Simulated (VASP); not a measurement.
# In2O3 (R-3c) in VASP: further runs

One crystal, In2O3, is run at these levels: LDA; tasks: single point.

Everything below comes from runs of VASP 6.6.1. Logs are shortened: lines on timing, memory, paths and dates and some standing lists are left out, and cuts for length are marked.

## Step 1: The structure

It takes space group R-3c (No. 167, trigonal). The conventional cell has a = 5.487 Å, b = 5.487 Å, c = 14.510 Å, α = 90.00°, β = 90.00°, γ = 120.00°. In (site symmetry 3) is surrounded by 6 O at 2.12 to 2.26 Å. Around O (site symmetry 2) lie 4 In at 2.12 to 2.26 Å.

## Step 2: Single point, LDA

Contents of INCAR:

```
SYSTEM = In2O3
  PREC = Accurate
  ENCUT = 450
  EDIFF = 1E-7
  ISMEAR = 0
  SIGMA = 0.05
  LREAL = .False.
  LASPH = .True.
  NELM = 100
  ALGO = Normal
  ISIF = 2
  LWAVE = .False.
  LCHARG = .False.
  GGA = CA
  ADDGRID = .False.
```

Contents of KPOINTS:

```
regular mesh
0
Gamma
  6 6 6
  0 0 0
```

Contents of POSCAR:

```
In2O3
1.0
    2.7435000000      1.5839604635      4.8366666667
   -2.7435000000      1.5839604635      4.8366666667
    0.0000000000     -3.1679209270      4.8366666667
In O
4 6
Direct
    0.8573100000      0.8573100000      0.8573100000
    0.6426900000      0.6426900000      0.6426900000
    0.1426900000      0.1426900000      0.1426900000
    0.3573100000      0.3573100000      0.3573100000
    0.0480000000      0.7500000000      0.4520000000
    0.7500000000      0.4520000000      0.0480000000
    0.4520000000      0.0480000000      0.7500000000
    0.9520000000      0.2500000000      0.5480000000
    0.2500000000      0.5480000000      0.9520000000
    0.5480000000      0.9520000000      0.2500000000
```

Potentials or basis: VASP PAW LDA potentials, release 64 (In_d, O).

Run with:

```sh
> cat potpaw_LDA.64/In_d/POTCAR potpaw_LDA.64/O/POTCAR > POTCAR
> mpirun -np 1 vasp_std > vasp.out
```

OUTCAR:

```text
SYSTEM = In2O3
   PREC = Accurate
   ENCUT = 450
   EDIFF = 1E-7
   ISMEAR = 0
   LREAL = .False.
   LASPH = .True.
   NELM = 100
   ISIF = 2
   GGA = CA

 Found     32 irreducible k-points:

 Following reciprocal coordinates:
            Coordinates               Weight
  0.000000  0.000000  0.000000      1.000000
  0.166667 -0.000000  0.000000      6.000000
  0.333333 -0.000000  0.000000      6.000000
  0.500000 -0.000000  0.000000      3.000000
  0.166667  0.166667  0.000000      6.000000
  0.333333  0.166667 -0.000000     12.000000
   k-points           NKPTS =     32   k-points in BZ     NKDIM =     32   number of bands    NBANDS=     52
   number of dos      NEDOS =    301   number of ions     NIONS =     10
   total plane-waves  NPLWV =  64000
   dimension x,y,z NGX =    40 NGY =   40 NGZ =   40
   dimension x,y,z NGXF=    80 NGYF=   80 NGZF=   80
   ions per type =               4   6
   NGX,Y,Z   is equivalent  to a cutoff of  11.50, 11.50, 11.50 a.u.
   NGXF,Y,Z  is equivalent  to a cutoff of  23.00, 23.00, 23.00 a.u.
 SYSTEM =  In2O3
   PREC   = accura    normal or accurate (medium, high low for compatibility)
   ISTART =      0    job   : 0-new  1-cont  2-samecut
   ICHARG =      2    charge: 1-file 2-atom 10-const
   ISPIN  =      1    spin polarized calculation?
   LNONCOLLINEAR =      F non collinear calculations
   LSORBIT =      F    spin-orbit coupling
   LASPH  =      T    aspherical Exc in radial PAW
   ENCUT  =  450.0 eV  33.07 Ry    5.75 a.u.  10.00 10.00 10.00*2*pi/ulx,y,z
   NELM   =    100;   NELMIN=  2; NELMDL= -5     # of ELM steps
   EDIFF  = 0.1E-06   stopping-criterion for ELM
   LREAL  =      F    real-space projection
   EDIFFG = 0.1E-05   stopping-criterion for IOM
   NSW    =      0    number of steps for IOM
   IBRION =     -1    ionic relax: 0-MD 1-quasi-New 2-CG
   NFREE  =      0    steps in history (QN), initial steepest desc. (CG)
   ISIF   =      2    stress and relaxation
   ISYM   =      2    0-nonsym 1-usesym 2-fastsym
   POTIM  = 0.5000    time-step for ionic-motion
   TEBEG  =    0.0;   TEEND  =   0.0 temperature during run
   PSTRESS=    0.0 pullay stress
   NELECT =      88.0000    total number of electrons
   NUPDOWN=      -1.0000    fix difference up-down
   EMIN   =  10.00;   EMAX   =-10.00  energy-range for DOS
   EFERMI =   0.00;   METHOD = LEGACY
   ISMEAR =     0;   SIGMA  =   0.05  broadening in eV -4-tet -1-fermi 0-gaus
   EFERMI_NEDOS =   21; number of points for ismear=-14 and -15
   IALGO  =     38    algorithm
   IMIX   =      4    mixing-type and parameters
     AMIX     =   0.40;   BMIX     =  1.00
     AMIX_MAG =   1.60;   BMIX_MAG =  1.00
  volume/ion in A,a.u.               =      12.61        85.10
  Fermi-wavevector in a.u.,A,eV,Ry     =   1.452068  2.744010 28.687886  2.108500
  Thomas-Fermi vector in A             =   2.569492
   LORBIT       =      0    0 simple, 1 ext, 2 COOP (PROOUT), +10 PAW based schemes
   GGA     = CA    functional components
   LHFCALC =     F    Hartree Fock is set to
   AEXX    =    0.0000 exact exchange contribution
   IVDW    =     0    specifies the selected vdW correction
   LEPSILON=     F    determine dielectric tensor
   LRPA    =     F    only Hartree local field effects (RPA)
 non-spin polarized calculation
 Gauss-broadening in eV      SIGMA  =   0.05
  energy-cutoff  :      450.00
  volume of cell :      126.11
 maximum number of plane-waves:      2762
   NGX = 19   NGY = 19   NGZ = 19

 number of electron      87.9999962 magnetization

 Free energy of the ion-electron system (eV)
  ---------------------------------------------------
  ext. energy  EPLUGINS =         0.00000000
  ---------------------------------------------------
  free energy    TOTEN  =       -63.67159759 eV

  energy without entropy =      -63.67159759  energy(sigma->0) =      -63.67159759

 E-fermi :   5.5631     XC(G=0): -11.7569

 val. band max:        5.3013111174   @ k =   0.3333  -0.0000   0.0000
 cond. band min:       6.5038474050   @ k =   0.0000   0.0000   0.0000
 fundamental gap:      1.2025362876
 Fermi energy:         5.5630797001

 k-point     1 :       0.0000    0.0000    0.0000
  band No.  band energies     occupation
      1     -12.1165      2.00000
      2     -11.1963      2.00000
      3     -11.1963      2.00000
      4     -10.9521      2.00000
      5     -10.9521      2.00000
      6     -10.8463      2.00000
[... 44 lines left out ...]
     51      14.3430      0.00000
     52      14.6100      0.00000

 k-point     2 :       0.1667   -0.0000    0.0000
  band No.  band energies     occupation
      1     -12.0348      2.00000
      2     -11.1856      2.00000
      3     -11.1795      2.00000
      4     -11.0204      2.00000
      5     -10.9706      2.00000
      6     -10.8813      2.00000
[... 44 lines left out ...]
     51      14.6819      0.00000
     52      14.7650      0.00000

 k-point     3 :       0.3333   -0.0000    0.0000
  band No.  band energies     occupation
      1     -11.8131      2.00000
      2     -11.2279      2.00000
      3     -11.1459      2.00000
      4     -11.1307      2.00000
      5     -11.0206      2.00000
      6     -10.9590      2.00000
[... 44 lines left out ...]
     51      14.4556      0.00000
     52      15.2222      0.00000

 k-point     4 :       0.5000   -0.0000    0.0000
  band No.  band energies     occupation
      1     -11.5148      2.00000
      2     -11.5148      2.00000
      3     -11.0931      2.00000
      4     -11.0931      2.00000
      5     -11.0463      2.00000
      6     -11.0463      2.00000
[... 44 lines left out ...]
     51      14.2985      0.00000
     52      14.2985      0.00000

 k-point     5 :       0.1667    0.1667    0.0000
  band No.  band energies     occupation
      1     -12.0138      2.00000
      2     -11.2155      2.00000
      3     -11.1506      2.00000
      4     -11.0430      2.00000
      5     -10.9367      2.00000
      6     -10.9130      2.00000
[... 44 lines left out ...]
     51      14.3052      0.00000
     52      15.0453      0.00000

 k-point     6 :       0.3333    0.1667   -0.0000
  band No.  band energies     occupation
      1     -11.8529      2.00000
      2     -11.2463      2.00000
      3     -11.1298      2.00000
      4     -11.1054      2.00000
      5     -11.0219      2.00000
      6     -10.9223      2.00000
[... 44 lines left out ...]
     51      14.2203      0.00000
     52      15.2651      0.00000

 [... further k-points ...]

------------------------ aborting loop because EDIFF is reached ----------------------------------------

  FORCE on cell =-STRESS in cart. coord.  units (eV):
  Direction    XX          YY          ZZ          XY          YZ          ZX
  --------------------------------------------------------------------------------------
  -------------------------------------------------------------------------------------
  Total       -2.6084115     -2.6084115     -3.0346932      0.0000000     -0.0000000      0.0000000
  in kB      -33.1390447    -33.1390447    -38.5548185      0.0000000     -0.0000000      0.0000000
  external PRESSURE =     -34.9443026 kB  Pullay stress =       0.0000000 kB

 VOLUME and BASIS-vectors are now :
 -----------------------------------------------------------------------------
  energy-cutoff  :      450.00
  volume of cell :      126.11
      direct lattice vectors                 reciprocal lattice vectors
     2.743500000  1.583960463  4.836666667     0.182248952  0.105221482  0.068917988
    -2.743500000  1.583960463  4.836666667    -0.182248952  0.105221482  0.068917988
     0.000000000 -3.167920927  4.836666667     0.000000000 -0.210442963  0.068917988

 POSITION                                       TOTAL-FORCE (eV/Angst)
 -----------------------------------------------------------------------------------
      0.00000      0.00000     12.43957         0.000000     -0.000000     -0.101940
      0.00000      0.00000      9.32543         0.000000     -0.000000      0.101940
      0.00000      0.00000      2.07043         0.000000     -0.000000      0.101940
      0.00000      0.00000      5.18457         0.000000     -0.000000     -0.101940
     -1.92594     -0.16790      6.04583        -0.087904     -0.152254      0.000000
      0.81756      1.75186      6.04583        -0.087904      0.152254      0.000000
      1.10837     -1.58396      6.04583         0.175808     -0.000000      0.000000
      1.92594      0.16790      8.46417         0.087904      0.152254      0.000000
     -0.81756     -1.75186      8.46417         0.087904     -0.152254      0.000000
     -1.10837      1.58396      8.46417        -0.175808     -0.000000      0.000000
 -----------------------------------------------------------------------------------
    total drift:                               -0.000000     -0.000000      0.000000

  FREE ENERGIE OF THE ION-ELECTRON SYSTEM (eV)
  ---------------------------------------------------
  free  energy   TOTEN  =       -63.6715975881 eV

  energy  without entropy=      -63.6715975881  energy(sigma->0) =      -63.67159759
```

It took 98 s on 1 thread of Intel Xeon 6975P-C (Granite Rapids), shared host; peak memory 0.27 GiB.

These settings aren't checked as converged: the numbers below hold their error.

Results:

- Free energy: -63.6716 eV
- Largest force: 0.176 eV/Å
- Band gap on the k mesh: 1.20 eV, indirect (least direct gap 1.25 eV)

Caveat: the cutoff is under 1.25 times the usual one of these potentials, so pressure, stress and relaxed cells hold a basis-set (Pulay) error; spin-orbit coupling is left out, which moves the levels of the heavy elements.

## Step 3: Single point, LDA

Edit INCAR of step 2 so:

```diff
@@ -1,4 +1,4 @@
 SYSTEM = In2O3
-  PREC = Accurate
-  ENCUT = 450
+  PREC = Low
+  ENCUT = 550
   EDIFF = 1E-7
```

KPOINTS is that of step 2.

POSCAR is that of step 2.

Potentials or basis: VASP PAW LDA potentials, release 64 (In_d, O).

Run with:

```sh
> cat potpaw_LDA.64/In_d/POTCAR potpaw_LDA.64/O/POTCAR > POTCAR
> mpirun -np 1 vasp_std > vasp.out
```

Wall time 90 s (1 thread of Intel Xeon 6975P-C (Granite Rapids), shared host); peak memory 0.24 GiB.

The run converged, but some of its settings lie outside the range that counts as converged, so its numbers aren't taken as properties of the crystal.

Results:

```yaml
Free_energy: -63.6513 eV
Pressure: -2.5 GPa
Largest_force: 0.178 eV/Å
Band_gap_on_the_k_mesh: 1.20 eV, indirect (least direct gap 1.25 eV)
```

Caveat: spin-orbit coupling is left out, which moves the levels of the heavy elements.

## Step 4: For comparison

An earlier run on the cell as given: functional PBE; potentials or basis VASP PAW PBE potentials, release 64 (In_d, O); cutoff 520 eV; k mesh 6 × 6 × 6; occupations fermi-dirac, width 0.05 eV; no spin polarisation.

* Pressure: 9.0 GPa
* Largest force: 0.139 eV/Å
* Band gap on the k mesh: 1.30 eV, indirect (least direct gap 1.34 eV)
